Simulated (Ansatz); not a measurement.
## LaAlO3 under a change: pressure 7 GPa

The reference is LaAlO$_{3}$ in the cubic perovskite structure (space group Pm-3m, No. 221; a = 3.7864 Å).

It is then changed as follows: a hydrostatic pressure of 7 GPa.

Method: plane-wave PAW DFT at the r2SCAN level (Ansatz, a program for electronic structure, 500 eV), spin-orbit coupling left out, earlier PAW set. k-mesh 9×9×9 (Γ-centred); smearing 0.05 eV (Fermi–Dirac).

| quantity | base | changed | shift |
|---|---|---|---|
| density | 6.54 g/cm³ | 6.75 g/cm³ | +0.21 g/cm³ |
| lattice parameter a | 378.6 pm | 374.8 pm | -3.88 pm |
| shortest interatomic distance | 189.3 pm | 187.4 pm | -1.9 pm |
| enthalpy H = E + PV relative to the base's energy | – | +0.47 eV/atom | – |
| band gap | 4.02 eV | 4.09 eV | +0.07 eV |
| gap character | indirect, R → Γ | indirect, R → Γ | – |
| smallest direct gap | 4.14 eV | 4.17 eV | +0.03 eV |
| mean gap deformation potential ΔEg/Δln V | – | -2.2 eV | – |
| width of the top valence band | 1.11 eV | 1.13 eV | +0.026 eV |
| electron mass (degenerate bands, along [100]) | 0.48, 0.65 mₑ (at Γ) | 0.46, 0.63 mₑ (at Γ) | – |

Final structure:

```
CELL_PARAMETERS angstrom
      3.74756     0.00000     0.00000
      0.00000     3.74756     0.00000
      0.00000     0.00000     3.74756
ATOMIC_POSITIONS crystal
  La 0.50000 0.50000 0.50000
  Al 0.00000 0.00000 0.00000
  O  0.00000 0.50000 0.00000
  O  0.50000 0.00000 0.00000
  O  0.00000 0.00000 0.50000
```

Load acts through the strain it causes; cell and atoms are relaxed under it. Masses are band curvatures over ±0.01 Å⁻¹ around the edge. Stability against distortions was not tested. Competing high-pressure phases were not computed. Many cubic perovskites are stable only at high temperature; tilts and polar distortions were not tested.
